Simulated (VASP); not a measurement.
# CdTe (F-43m) in VASP: notebook

The runs below take CdTe through Born charges and dielectric tensor, optical spectrum, with PBE.

Program: VASP 6.6.1. These are calculated values, not measurements. Logs are shortened: lines on timing, memory, paths and dates and some standing lists are left out, and cuts for length are marked.

**What was measured.**

From a printed reference work, data compilation, for a bulk crystal of CdTe at 0 K: band gap 1.607 eV.

How close the calculation comes is told below.

### 1 The structure

Symmetry: F-43m, No. 216, cubic system. The conventional cell has a = 6.410 Å, b = 6.410 Å, c = 6.410 Å, α = 90.00°, β = 90.00°, γ = 90.00°. Te (site symmetry -43m) has 4 Cd at 2.78 Å as nearest neighbours. Cd (site symmetry -43m) is surrounded by 4 Te at 2.78 Å.

### 2 Born charges and dielectric tensor, PBE

File INCAR:

```
PREC = Accurate
ENCUT = 520
EDIFF = 1E-8
ISMEAR = 0
SIGMA = 0.02
LREAL = False
LASPH = True
NELM = 100
ALGO = Normal
ISIF = 2
LWAVE = False
LCHARG = False
GGA = PE
LEPSILON = True
IBRION = 8
```

File KPOINTS:

```
Automatic mesh
0
Gamma
  7 7 7
```

File POSCAR:

```
CdTe
1.0
    0.0000000000      3.2050000000      3.2050000000
    3.2050000000      0.0000000000      3.2050000000
    3.2050000000      3.2050000000      0.0000000000
Te Cd
1 1
Direct
    0.7500000000      0.7500000000      0.7500000000
    0.0000000000      0.0000000000      0.0000000000
```

Potentials or basis: VASP PAW PBE potentials, release 64 (Te, Cd).

The run is started by

```console
$ cat potpaw_PBE.64/Te/POTCAR potpaw_PBE.64/Cd/POTCAR > POTCAR
$ mpirun -np 1 vasp_std > vasp.out
```

OUTCAR:

```text
PREC = Accurate
   ENCUT = 520
   EDIFF = 1E-8
   ISMEAR = 0
   LREAL = False
   LASPH = True
   NELM = 100
   ISIF = 2
   GGA = PE
   LEPSILON = True
   IBRION = 8

 ion  position               nearest neighbor table
   1  0.750  0.750  0.750-   2 2.78   2 2.78   2 2.78   2 2.78
   2  0.000  0.000  0.000-   1 2.78   1 2.78   1 2.78   1 2.78

  LATTYP: Found a face centered cubic cell.
 ALAT       =     6.4100000000

  Lattice vectors:

 A1 = (   0.0000000000,   3.2050000000,   3.2050000000)
 A2 = (   3.2050000000,   0.0000000000,   3.2050000000)
 A3 = (   3.2050000000,   3.2050000000,   0.0000000000)

Analysis of symmetry for initial positions (statically):
=====================================================================
 Subroutine PRICEL returns:
 Original cell was already a primitive cell.

 Routine SETGRP: Setting up the symmetry group for a
 face centered cubic supercell.

 Subroutine GETGRP returns: Found 24 space group operations
 (whereof 24 operations were pure point group operations)
 out of a pool of 48 trial point group operations.

The static configuration has the point symmetry T_d .

Analysis of symmetry for dynamics (positions and initial velocities):
=====================================================================
 Subroutine PRICEL returns:
 Original cell was already a primitive cell.

 Routine SETGRP: Setting up the symmetry group for a
 face centered cubic supercell.

 Subroutine GETGRP returns: Found 24 space group operations
 (whereof 24 operations were pure point group operations)
 out of a pool of 48 trial point group operations.

The dynamic configuration has the point symmetry T_d .

 Subroutine INISYM returns: Found 24 space group operations
 (whereof 24 operations are pure point group operations),
 and found     1 'primitive' translations

----------------------------------------------------------------------------------------

                                     Primitive cell

[... 547 lines left out ...]
 ------------------------------------------------------
          10.662541     0.000000     0.000000
           0.000000    10.662541     0.000000
          -0.000000     0.000000    10.662541
 ------------------------------------------------------

 PIEZOELECTRIC TENSOR (including local field effects)  for field in x, y, z        (e  Angst)
          XX          YY          ZZ          XY          YZ          ZX
  --------------------------------------------------------------------------------
  x    -0.00000     0.00000    -0.00000     0.00000     2.61235     0.00000
  y     0.00000    -0.00000     0.00000    -0.00000     0.00000     2.61235
  z     0.00000    -0.00000     0.00000     2.61235    -0.00000     0.00000

 PIEZOELECTRIC TENSOR (including local field effects)  for field in x, y, z        (C/m^2)
          XX          YY          ZZ          XY          YZ          ZX
  --------------------------------------------------------------------------------
  x    -0.00000     0.00000    -0.00000     0.00000     0.63566     0.00000
  y     0.00000    -0.00000     0.00000    -0.00000     0.00000     0.63566
  z     0.00000    -0.00000     0.00000     0.63566    -0.00000     0.00000

 BORN EFFECTIVE CHARGES (including local field effects) (in |e|, cummulative output)
 ---------------------------------------------------------------------------------
 ion    1
    1    -2.23348     0.00000     0.00000
    2     0.00000    -2.23348     0.00000
    3     0.00000    -0.00000    -2.23348
 ion    2
    1     2.23348    -0.00000    -0.00000
    2     0.00000     2.23348     0.00000
    3     0.00000     0.00000     2.23348

 INTERNAL STRAIN TENSOR FOR ION    2 for displacements in x,y,z  (eV/Angst):
          X           Y           Z          XY          YZ          ZX
  --------------------------------------------------------------------------------
  x     0.00000     0.00000     0.00000     0.00000    -7.90483     0.00000
  y     0.00000     0.00000     0.00000     0.00000     0.00000    -7.90483
  z     0.00000     0.00000     0.00000    -7.90483     0.00000     0.00000

 SECOND DERIVATIVES (NOT SYMMETRIZED)
 ------------------------------------
               1X          1Y          1Z          2X          2Y          2Z
  1X    -5.307973    0.000000    0.000000    5.307973    0.000000    0.000000
  1Y     0.000000   -5.307973    0.000000    0.000000    5.307973    0.000000
  1Z     0.000000    0.000000   -5.307973    0.000000    0.000000    5.307973
  2X     5.287366    0.000000    0.000000   -5.287366    0.000000    0.000000
  2Y     0.000000    5.287366    0.000000    0.000000   -5.287366    0.000000
  2Z     0.000000    0.000000    5.287366    0.000000    0.000000   -5.287366

 Eigenvectors and eigenvalues of the dynamical matrix
 ----------------------------------------------------

   1 f  =    4.654280 THz    29.243701 2PiTHz  155.250055 cm-1    19.248545 meV
             X         Y         Z           dx          dy          dz
      4.807500  4.807500  4.807500    -0.685074   -0.000000   -0.000000
      0.000000  0.000000  0.000000     0.728473    0.000000   -0.000000
[... 21 lines left out ...]
   6 f/i=    0.004518 THz     0.028385 2PiTHz    0.150693 cm-1     0.018684 meV
             X         Y         Z           dx          dy          dz
      4.807500  4.807500  4.807500    -0.010560   -0.686258    0.244156
      0.000000  0.000000  0.000000    -0.009931   -0.645374    0.229610

--------------------------------------------------------------------------------------------------------

 MACROSCOPIC STATIC DIELECTRIC TENSOR IONIC CONTRIBUTION
 ------------------------------------------------------
           2.587800     0.000000     0.000000
           0.000000     2.587800    -0.000000
           0.000000    -0.000000     2.587800
 ------------------------------------------------------

 ELASTIC MODULI CONTR FROM IONIC RELAXATION (kBar)
 Direction    XX          YY          ZZ          XY          YZ          ZX
 --------------------------------------------------------------------------------
 XX          -0.0000      0.0000      0.0000     -0.0000      0.0000      0.0000
 YY           0.0000     -0.0000     -0.0000     -0.0000     -0.0000      0.0000
 ZZ           0.0000     -0.0000     -0.0000      0.0000     -0.0000      0.0000
 XY          -0.0000     -0.0000      0.0000   -279.9330     -0.0000      0.0000
 YZ           0.0000     -0.0000     -0.0000     -0.0000   -279.9330     -0.0000
 ZX           0.0000      0.0000      0.0000      0.0000     -0.0000   -279.9330
 --------------------------------------------------------------------------------

 PIEZOELECTRIC TENSOR IONIC CONTR  for field in x, y, z        (C/m^2)
          XX          YY          ZZ          XY          YZ          ZX
  --------------------------------------------------------------------------------
  x     0.00000    -0.00000    -0.00000    -0.00000    -0.80087    -0.00000
  y     0.00000     0.00000     0.00000     0.00000    -0.00000    -0.80087
  z    -0.00000    -0.00000     0.00000    -0.80087    -0.00000     0.00000
```

stdout:

```text
POSCAR found type information on POSCAR TeCd
 POSCAR found :  2 types and       2 ions
 scaLAPACK will be used
 LDA part: xc-table for (Slater+PW92), standard interpolation
 POSCAR, INCAR and KPOINTS ok, starting setup
 FFT: planning ... GRIDC
 FFT: planning ... GRID_SOFT
 FFT: planning ... GRID
 WAVECAR not read
 entering main loop
[... 24 lines left out ...]
 dielectric tensor                  component  3 :     1.880     1.502    10.663
 Linear response DOF=           2
 Linear response progress:
 first order change of Fermi-energy   0.27132E+00
 force on displaced ion       1 direction 1 :  -5.308   0.000   0.000
 Born effective charge ion    1 direction 1 :  -2.298   0.000   0.000
 Linear response progress:
 first order change of Fermi-energy  -0.27104E+00
 force on displaced ion       2 direction 1 :  -5.287   0.000   0.000
 Born effective charge ion    2 direction 1 :   2.167   0.000   0.000
 Born effective charges drift removed
 Linear response finished
```

Run time: 5.8 min. Hardware: 1 thread of Intel Xeon Platinum 8488C (Sapphire Rapids), shared host; peak memory 0.34 GiB.

Results:

| Item | Value |
| --- | --- |
| Band gap on the k mesh | 0.87 eV, direct |
| Electronic dielectric tensor (diagonal) | 10.66 |
| Born charges (mean of the diagonal) | Te -2.23; Cd +2.23 e |
| Highest phonon frequency at Γ, LO-TO splitting left out | 155 cm⁻¹ |

Levels at points of the mesh, in eV from the valence-band top:
| k point | band 7 | band 8 | band 9 | band 10 | band 11 | band 12 |
| --- | --- | --- | --- | --- | --- | --- |
| (0.00, 0.00, 0.00) | 0.00 | 0.00 | 0.00 | 0.87 | 4.58 | 4.58 |

Phonon frequencies in cm⁻¹ (negative: imaginary):
| q point | frequencies |
| --- | --- |
| (0.000, 0.000, 0.000) | 0 0 0 155 155 155 |

Electronic dielectric tensor:
```
10.66  0.00  0.00
 0.00 10.66  0.00
 0.00  0.00 10.66
```

Born effective charge tensors (e):
atom 1, Te
```
-2.23  0.00  0.00
 0.00 -2.23  0.00
 0.00  0.00 -2.23
```
atom 2, Cd
```
2.23 0.00 0.00
0.00 2.23 0.00
0.00 0.00 2.23
```

Caveat: spin-orbit coupling is left out, which moves the levels of the heavy elements.

### 3 Optical spectrum, PBE

File INCAR:

```
SYSTEM = CdTe
  PREC = Accurate
  ENCUT = 520
  EDIFF = 1E-6
  ISMEAR = 0
  SIGMA = 0.02
  LREAL = .False.
  LASPH = .True.
  NELM = 80
  ALGO = Fast
  ISIF = 2
  LWAVE = .False.
  LCHARG = .False.
  GGA = PE
  LOPTICS = .True.
  NBANDS = 57
  NEDOS = 2000
  CSHIFT = 0.1
```

File KPOINTS:

```
regular mesh
0
Gamma
  7 7 7
  0 0 0
```

POSCAR is that of step 2.

Potentials or basis: VASP PAW PBE potentials, release 64 (Te, Cd).

The run is started by

```console
$ cat potpaw_PBE.64/Te/POTCAR potpaw_PBE.64/Cd/POTCAR > POTCAR
$ mpirun -np 1 vasp_std > vasp.out
```

OUTCAR:

```text
SYSTEM = CdTe
   PREC = Accurate
   ENCUT = 520
   EDIFF = 1E-6
   ISMEAR = 0
   LREAL = .False.
   LASPH = .True.
   NELM = 80
   ISIF = 2
   GGA = PE

 ion  position               nearest neighbor table
   1  0.750  0.750  0.750-   2 2.78   2 2.78   2 2.78   2 2.78
   2  0.000  0.000  0.000-   1 2.78   1 2.78   1 2.78   1 2.78

  LATTYP: Found a face centered cubic cell.
 ALAT       =     6.4100000000

  Lattice vectors:

 A1 = (   0.0000000000,   3.2050000000,   3.2050000000)
 A2 = (   3.2050000000,   0.0000000000,   3.2050000000)
 A3 = (   3.2050000000,   3.2050000000,   0.0000000000)

[... 702 lines left out ...]
     0.63850     1.52523     1.52523     1.52523     0.00000     0.00000    -0.00000
     1.27699     0.83590     0.83590     0.83590     0.00000     0.00000    -0.00000
     1.91549     4.50580     4.50580     4.50580     0.00000     0.00000    -0.00000
     2.55398    10.91853    10.91853    10.91853     0.00000    -0.00000    -0.00000
     3.19248     2.99590     2.99590     2.99590     0.00000    -0.00000    -0.00000
[... 92 lines left out ...]
    62.57262     0.00040     0.00040     0.00040     0.00000     0.00000    -0.00000
    63.21112     0.00038     0.00038     0.00038     0.00000     0.00000    -0.00000

  frequency dependent      REAL DIELECTRIC FUNCTION (independent particle, no local field effects) density-density
     E(ev)        X           Y           Z          XY          YZ          ZX
  --------------------------------------------------------------------------------------------------------------
     0.00000    10.94654    10.94654    10.94654     0.00000     0.00000    -0.00000
     0.63850    13.13141    13.13141    13.13141    -0.00000    -0.00000    -0.00000
     1.27699     8.45601     8.45601     8.45601    -0.00000    -0.00000    -0.00000
     1.91549    14.55795    14.55795    14.55795    -0.00000    -0.00000    -0.00000
     2.55398    13.84046    13.84046    13.84046    -0.00000    -0.00000     0.00000
     3.19248     9.43309     9.43309     9.43309    -0.00000    -0.00000     0.00000
[... 92 lines left out ...]
    62.57262     0.90563     0.90563     0.90563     0.00000     0.00000    -0.00000
    63.21112     0.90812     0.90812     0.90812     0.00000     0.00000    -0.00000

  frequency dependent IMAGINARY DIELECTRIC FUNCTION (independent particle, no local field effects) current-current
     E(ev)      X         Y         Z        XY        YZ        ZX
  --------------------------------------------------------------------------------------------------------------
     0.00000    62.17596    62.17596    62.17596     0.00000     0.00000    -0.00000
     0.63850     5.30141     5.30141     5.30141     0.00000     0.00000    -0.00000
     1.27699     1.99816     1.99816     1.99816     0.00000     0.00000    -0.00000
     1.91549     5.92226     5.92226     5.92226     0.00000    -0.00000    -0.00000
     2.55398    11.91967    11.91967    11.91967     0.00000    -0.00000    -0.00000
     3.19248     3.52271     3.52271     3.52271     0.00000     0.00000    -0.00000
[... 92 lines left out ...]
    62.57262     0.00010     0.00010     0.00010     0.00000     0.00000     0.00000
    63.21112     0.00009     0.00009     0.00009     0.00000     0.00000     0.00000

  frequency dependent      REAL DIELECTRIC FUNCTION (independent particle, no local field effects) current-current
     E(ev)        X           Y           Z          XY          YZ          ZX
  --------------------------------------------------------------------------------------------------------------
     0.00000    10.78474    10.78474    10.78474    -0.00000    -0.00000     0.00000
     0.63850    12.61129    12.61129    12.61129    -0.00000    -0.00000     0.00000
     1.27699     8.34281     8.34281     8.34281    -0.00000    -0.00000     0.00000
     1.91549    14.07973    14.07973    14.07973    -0.00000    -0.00000    -0.00000
     2.55398    12.96928    12.96928    12.96928    -0.00000    -0.00000     0.00000
     3.19248     9.25108     9.25108     9.25108     0.00000     0.00000     0.00000
[... 92 lines left out ...]
    62.57262     0.90566     0.90566     0.90566     0.00000     0.00000    -0.00000
    63.21112     0.90814     0.90814     0.90814     0.00000     0.00000    -0.00000
```

It took 58 s on 1 thread of Intel Xeon Platinum 8488C (Sapphire Rapids), shared host; peak memory 0.26 GiB.

What came out:

| Quantity | Value |
| --- | --- |
| Free energy | -4.7253 eV |
| Pressure | 4.4 GPa |
| Band gap on the k mesh | 0.87 eV, direct |

Dielectric function (mean over the directions given):
```csv
energy (eV),real part,imaginary part
0.29,11.24,0.24
1.25,8.20,0.91
2.30,10.79,2.83
3.35,12.64,7.00
4.41,9.57,17.42
5.36,1.33,5.14
6.42,-1.91,4.42
7.47,-3.02,3.04
8.52,-1.27,2.04
9.58,-1.16,1.20
10.54,-0.74,0.99
11.59,-0.38,0.88
12.64,0.01,0.58
13.70,0.17,0.61
14.75,0.00,0.36
15.71,0.26,0.42
16.76,0.35,0.40
17.81,0.46,0.41
18.87,0.54,0.29
19.92,0.50,0.40
```

Caveat: spectra need much finer meshes, so this one isn't converged; independent-particle spectra lack excitons; spin-orbit coupling is left out, which moves the levels of the heavy elements.

### 4 Against experiment

Step 2. A measured gap of CdTe is 1.607 eV (0 K; a printed reference work, data compilation); the calculated 0.87 eV misses it by -0.73 eV. Spin-orbit coupling on Cd, Te is left out. The value is that of PBE, without temperature or zero-point motion. Semilocal functionals fall short of measured gaps as a rule.

Step 3. Against the measured gap of CdTe, 1.607 eV (0 K; a printed reference work, data compilation), the calculated 0.87 eV is off by -0.73 eV. Spin-orbit coupling on Cd, Te is left out. The value is that of PBE, without temperature or zero-point motion. Semilocal functionals fall short of measured gaps as a rule.
